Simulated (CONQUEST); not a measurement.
# Zr (P6_3/mmc) in CONQUEST: a series of runs

The runs below take Zr through equation of state, with PBE.

Everything below comes from runs of CONQUEST 1.3. Logs are shortened: lines on timing, memory, paths and dates and some standing lists are left out, and cuts for length are marked.

## 1. The crystal as given

It takes space group P6_3/mmc (No. 194, hexagonal). Conventional cell: a = 3.232 Å, b = 3.232 Å, c = 5.147 Å, α = 90.00°, β = 90.00°, γ = 120.00°. Around Zr (site symmetry -6m2) lie 12 Zr at 3.18 to 3.23 Å.

## 2. Equation of state, PBE, 21.88 Å³/atom (volume scaled by 0.94)

Contents of Conquest_input:

```
IO.Title Zr
IO.Coordinates coords.dat
IO.FractionalAtomicCoords T
IO.Iprint 2
IO.Iprint_init 1
General.NumberOfSpecies 1
General.PseudopotentialType hamann
AtomMove.TypeOfRun static
AtomMove.FullStress T
Grid.PointsAlongX 32
Grid.PointsAlongY 48
Grid.PointsAlongZ 60
DM.SolutionMethod diagon
Diag.MPMesh T
Diag.GammaCentred T
Diag.MPMeshX 7
Diag.MPMeshY 5
Diag.MPMeshZ 4
Diag.kT 0.00183747
minE.SCTolerance 1e-6
SC.MaxIters 100
IO.AtomChargeOutput T
%block ChemicalSpeciesLabel
1 91.220 Zr
%endblock
```

Contents of coords.dat:

```
    5.9829150579     0.0000000000     0.0000000000
    0.0000000000     9.5278662756     0.0000000000
    0.0000000000     0.0000000000    10.3627128575
4
  0.0000000000   0.7500000000   0.3333333330 1 T T T
  0.5000000000   0.7500000000   0.8333333330 1 T T T
  0.0000000000   0.2500000000   0.6666666670 1 T T T
  0.5000000000   0.2500000000   0.1666666670 1 T T T
```

Potentials or basis: PseudoDojo NC PBE, DZP, grid of 32 × 48 × 60 points.

Run with:

```
OMP_NUM_THREADS=1 Conquest
```

Standard output:

```text
Simulation cell dimensions:     5.9829 a0 x     9.5279 a0 x    10.3627 a0

      Atomic coordinates (a0)
         Atom         X         Y         Z  Species
            1    0.0000    7.1459    3.4542        1
            2    2.9915    7.1459    8.6356        1
            3    0.0000    2.3820    6.9085        1
            4    2.9915    2.3820    1.7271        1

         Monkhorst-Pack mesh:   7 x   5 x   4 gamma-centred
        This calculation includes non-local pseudopotentials,
         with a maximum core radius of      8.21534024

    Job title: Zr
    Job to be run: static calculation

[... 5 lines left out ...]
      Using Fermi-Dirac smearing

    Integration grid size:     32 x   48 x   60

    Integration grid spacing:  0.187 a0 x 0.198 a0 x 0.173 a0

    Number of species:  1
    --------------------------------------------------------
    |   #  mass (au)  Charge (e)  SF Rad (a0)  NSF  Label  |
    --------------------------------------------------------
    |   1     91.220      12.000        8.535   19  Zr     |
    --------------------------------------------------------
          SCF tolerance:                 0.00000100
          SCF iterations:               100

    The functional used will be GGA PBE96

           radial cut-off to be used is taken to be max PAO cut-off radius for this species:    8.215340

           greatest ang. mom. for making density from PAOs:  2
    Minimum blocs/proc is     1440. Maximum blocs/proc is     1440
    set_atom_dens: In set_atomic_density, electrons :      48.000000000000
 matrix_size & matrix_size_padH =           76          76

    Screened ion int: energy:    -145.890735373799 Ha

    new_SC_potl: Starting.  Tolerance:  0.10000E-05

    PulayMixSC: Starting Pulay mixing, A_up =  0.500 A_dn =  0.500
    PulayMixSC: Spin non-polarised calculation.
          Harris-Foulkes Energy            :      -202.451767095497331 Ha
          GroundState Energy (E-(1/2)TS)   :      -202.452291665916931 Ha
          Free Energy (E-TS)               :      -202.452816236336560 Ha
          DFT Total Energy                 :      -202.426107315613081 Ha
          Total number of electrons        :        47.999999999999645
    PulayMixSC: Pulay iteration     1 residual:              0.16724E-02
          Harris-Foulkes Energy            :      -202.436265897157625 Ha
          GroundState Energy (E-(1/2)TS)   :      -202.436864236144032 Ha
          Free Energy (E-TS)               :      -202.437462575130411 Ha
          DFT Total Energy                 :      -202.435063710253246 Ha
          Total number of electrons        :        48.000066251232056
    PulayMixSC: Pulay iteration     2 residual:              0.49997E-03
          Harris-Foulkes Energy            :      -202.435457246486919 Ha
          GroundState Energy (E-(1/2)TS)   :      -202.436077110492647 Ha
          Free Energy (E-TS)               :      -202.436696974498375 Ha
          DFT Total Energy                 :      -202.435450051568409 Ha
          Total number of electrons        :        48.000111177114860
    PulayMixSC: Pulay iteration     3 residual:              0.13581E-03
          Harris-Foulkes Energy            :      -202.435458503990048 Ha
          GroundState Energy (E-(1/2)TS)   :      -202.436075756422156 Ha
          Free Energy (E-TS)               :      -202.436693008854292 Ha
          DFT Total Energy                 :      -202.435458139933985 Ha
          Total number of electrons        :        48.000133496651252
    PulayMixSC: Pulay iteration     4 residual:              0.10092E-04
          Harris-Foulkes Energy            :      -202.435457513008487 Ha
          GroundState Energy (E-(1/2)TS)   :      -202.436075163188491 Ha
          Free Energy (E-TS)               :      -202.436692813368495 Ha
          DFT Total Energy                 :      -202.435457486122630 Ha
          Total number of electrons        :        48.000132419937309
    PulayMixSC: Pulay iteration     5 residual:              0.19807E-05
          Harris-Foulkes Energy            :      -202.435458099173530 Ha
          GroundState Energy (E-(1/2)TS)   :      -202.436075683118645 Ha
          Free Energy (E-TS)               :      -202.436693267063760 Ha
          DFT Total Energy                 :      -202.435458098374198 Ha
          Total number of electrons        :        48.000132102430214
    PulayMixSC: Pulay iteration     6 residual:              0.48076E-06
    PulayMixSC: Reached SCF tolerance of  0.48076E-06 after      6 iterations
      | Number of electrons      =        48.000132
      |* band energy as 2Tr[K.H] =       -50.841110012774692 Ha
      |  screened ion-ion energy =      -145.890735373798975 Ha
      |  Ha correction           =         1.158951389899902 Ha
      |  XC correction           =        -6.862552623639711 Ha
      | GS Energy as E-(1/2)TS   =      -202.436075683118645 Ha
      | Free Energy as E-TS      =      -202.436693267063760 Ha
      |* Harris-Foulkes energy   =      -202.435458099173530 Ha
      |* DFT total energy        =      -202.435458098374198 Ha
      |  estimated accuracy      =        -0.000000000799332 Ha

    force: Forces on atoms (Ha/a0)
    force:  Atom   X              Y              Z
    force:     1   0.0000000000   0.0000000000   0.0003340906
    force:     2  -0.0000000000   0.0000000000   0.0003340906
    force:     3   0.0000000000  -0.0000000000  -0.0003340906
    force:     4  -0.0000000000  -0.0000000000  -0.0003340906

    force: Maximum force :        0.00033409(Ha/a0) on atom         1 in z direction
    force: Force Residual:        0.00033409 Ha/a0
    force: Total stress:         -8.59243286     0.00000000     0.00000000 GPa
                             0.00000000   -10.24714596     0.00000000
                             0.00000000     0.00000000    -8.30466293
    force: Average pressure:      9.04808058 GPa

    force: Finished force
    get_E_and_F: Change in energy during last step of electronic optimisation: -0.58617E-06

    BIBLIOGRAPHY: Please consider citing the following references in the conquest.bib file

    CONQUEST:         Bowler2002pt, Miyazaki2004, Nakata2020
    Basis:            Bowler2019
    DM:               Bowler:2006xr
    Pseudopotentials: Hamann2013, Bowler2019
    XC functional:    Perdew1996
```

It took 66 s on 1 thread of Intel Xeon 6975P-C (Granite Rapids), shared host; peak memory 1.2 GiB.

What came out:

- Free energy: -5508.5831 eV
- Pressure: 9.0 GPa
- Largest force: 0.017 eV/Å
- Band gap on the k mesh: none (metal or under the smearing width)

Caveat: the basis of atomic orbitals isn't converged, which shifts pressures, moduli and gaps.

## 3. Equation of state, PBE, 22.35 Å³/atom (volume scaled by 0.96)

Conquest_input is that of step 2.

Contents of coords.dat:

```
    6.0250496507     0.0000000000     0.0000000000
    0.0000000000     9.5949661361     0.0000000000
    0.0000000000     0.0000000000    10.4356921130
4
  0.0000000000   0.7500000000   0.3333333330 1 T T T
  0.5000000000   0.7500000000   0.8333333330 1 T T T
  0.0000000000   0.2500000000   0.6666666670 1 T T T
  0.5000000000   0.2500000000   0.1666666670 1 T T T
```

Potentials or basis: PseudoDojo NC PBE, DZP, grid of 32 × 48 × 60 points.

Run with:

```
OMP_NUM_THREADS=1 Conquest
```

Wall time 65 s (1 thread of Intel Xeon 6975P-C (Granite Rapids), shared host); peak memory 1.2 GiB.

The run converged. Its results:

```
Free energy            : -5508.6733 eV
Pressure               : 6.6 GPa
Largest force          : 0.024 eV/Å
Band gap on the k mesh : none (metal or under the smearing width)
```

Caveat: the basis of atomic orbitals isn't converged, which shifts pressures, moduli and gaps.

## 4. Equation of state, PBE, 22.82 Å³/atom (volume scaled by 0.98)

Conquest_input is that of step 3.

Contents of coords.dat:

```
    6.0666030302     0.0000000000     0.0000000000
    0.0000000000     9.6611404075     0.0000000000
    0.0000000000     0.0000000000    10.5076646778
4
  0.0000000000   0.7500000000   0.3333333330 1 T T T
  0.5000000000   0.7500000000   0.8333333330 1 T T T
  0.0000000000   0.2500000000   0.6666666670 1 T T T
  0.5000000000   0.2500000000   0.1666666670 1 T T T
```

Run with:

```
OMP_NUM_THREADS=1 Conquest
```

It took 58 s on 1 thread of Intel Xeon 6975P-C (Granite Rapids), shared host; peak memory 1.1 GiB.

The run converged. Its results:

* Free energy: -5508.7368 eV
* Pressure: 4.2 GPa
* Largest force: 0.022 eV/Å
* Band gap on the k mesh: none (metal or under the smearing width)

Caveat: the basis of atomic orbitals isn't converged, which shifts pressures, moduli and gaps.

## 5. Equation of state, PBE, 23.28 Å³/atom

Conquest_input is that of step 4.

Contents of coords.dat:

```
    6.1075948348     0.0000000000     0.0000000000
    0.0000000000     9.7264203634     0.0000000000
    0.0000000000     0.0000000000    10.5786645658
4
  0.0000000000   0.7500000000   0.3333333330 1 T T T
  0.5000000000   0.7500000000   0.8333333330 1 T T T
  0.0000000000   0.2500000000   0.6666666670 1 T T T
  0.5000000000   0.2500000000   0.1666666670 1 T T T
```

Run with:

```
OMP_NUM_THREADS=1 Conquest
```

Wall time 58 s (1 thread of Intel Xeon 6975P-C (Granite Rapids), shared host); peak memory 1.1 GiB.

The run converged. Its results:

```yaml
Free_energy: -5508.7730 eV
Pressure: 2.1 GPa
Largest_force: 0.016 eV/Å
Band_gap_on_the_k_mesh: none (metal or under the smearing width)
```

Caveat: the basis of atomic orbitals isn't converged, which shifts pressures, moduli and gaps.

## 6. Equation of state, PBE, 23.75 Å³/atom (volume scaled by 1.02)

Conquest_input is that of step 5.

Contents of coords.dat:

```
    6.1480436615     0.0000000000     0.0000000000
    0.0000000000     9.7908356206     0.0000000000
    0.0000000000     0.0000000000    10.6487239887
4
  0.0000000000   0.7500000000   0.3333333330 1 T T T
  0.5000000000   0.7500000000   0.8333333330 1 T T T
  0.0000000000   0.2500000000   0.6666666670 1 T T T
  0.5000000000   0.2500000000   0.1666666670 1 T T T
```

Potentials or basis: PseudoDojo NC PBE, DZP, grid of 32 × 48 × 60 points.

Run with:

```
OMP_NUM_THREADS=1 Conquest
```

Run time: 60 s. Hardware: 1 thread of Intel Xeon 6975P-C (Granite Rapids), shared host; peak memory 1.1 GiB.

Results (log left out):

| Quantity | Value |
| --- | --- |
| Free energy | -5508.7858 eV |
| Pressure | 0.1 GPa |
| Largest force | 0.016 eV/Å |
| Band gap on the k mesh | none (metal or under the smearing width) |

Caveat: the basis of atomic orbitals isn't converged, which shifts pressures, moduli and gaps.

## 7. Equation of state, PBE, 24.21 Å³/atom (volume scaled by 1.04)

Conquest_input is that of step 6.

Contents of coords.dat:

```
    6.1879671415     0.0000000000     0.0000000000
    0.0000000000     9.8544142568     0.0000000000
    0.0000000000     0.0000000000    10.7178734846
4
  0.0000000000   0.7500000000   0.3333333330 1 T T T
  0.5000000000   0.7500000000   0.8333333330 1 T T T
  0.0000000000   0.2500000000   0.6666666670 1 T T T
  0.5000000000   0.2500000000   0.1666666670 1 T T T
```

Run with:

```
OMP_NUM_THREADS=1 Conquest
```

It took 61 s on 1 thread of Intel Xeon 6975P-C (Granite Rapids), shared host; peak memory 1.1 GiB.

It converged, with:

| Item | Value |
| --- | --- |
| Free energy | -5508.7752 eV |
| Pressure | -1.7 GPa |
| Largest force | 0.004 eV/Å |
| Band gap on the k mesh | none (metal or under the smearing width) |

Caveat: the basis of atomic orbitals isn't converged, which shifts pressures, moduli and gaps.

## 8. Equation of state, PBE, 24.68 Å³/atom (volume scaled by 1.06)

Conquest_input is that of step 7.

Contents of coords.dat:

```
    6.2273820078     0.0000000000     0.0000000000
    0.0000000000     9.9171829188     0.0000000000
    0.0000000000     0.0000000000    10.7861420354
4
  0.0000000000   0.7500000000   0.3333333330 1 T T T
  0.5000000000   0.7500000000   0.8333333330 1 T T T
  0.0000000000   0.2500000000   0.6666666670 1 T T T
  0.5000000000   0.2500000000   0.1666666670 1 T T T
```

Run with:

```
OMP_NUM_THREADS=1 Conquest
```

Wall time 59 s (1 thread of Intel Xeon 6975P-C (Granite Rapids), shared host); peak memory 1 GiB.

It converged, with:

```yaml
Free_energy: -5508.7444 eV
Pressure: -3.4 GPa
Largest_force: 0.013 eV/Å
Band_gap_on_the_k_mesh: none (metal or under the smearing width)
```

Caveat: the basis of atomic orbitals isn't converged, which shifts pressures, moduli and gaps.

## 9. Equation of state, PBE

Potentials or basis: PseudoDojo NC PBE, DZP, grid of 32 × 48 × 60 points.

No new run: the results of the series are fitted here.

Results:

```yaml
Equilibrium_volume: 23.76 Å³/atom
Bulk_modulus_at_fixed_shape_and_positions: 99 GPa
Pressure_derivative_of_the_bulk_modulus: "2.7 (rough: it moves with the points fitted)"
```

Energy against volume, from the lowest point:
```
volume (Å³/atom)  energy (meV/atom)
          21.884              50.68
          22.350              28.11
          22.815              12.25
          23.281               3.20
          23.746               0.00
          24.212               2.65
          24.678              10.33
```

Caveat: the fit is doubtful: noisy points or a state that changes with volume; the DZP basis gives volumes some 2 % larger than converged bases do, and moduli off by several per cent; the cell was scaled at fixed shape and fractional positions, which overstates the stiffness of a crystal with free parameters, most of all of layers and chains; the basis of atomic orbitals isn't converged, which shifts pressures, moduli and gaps.
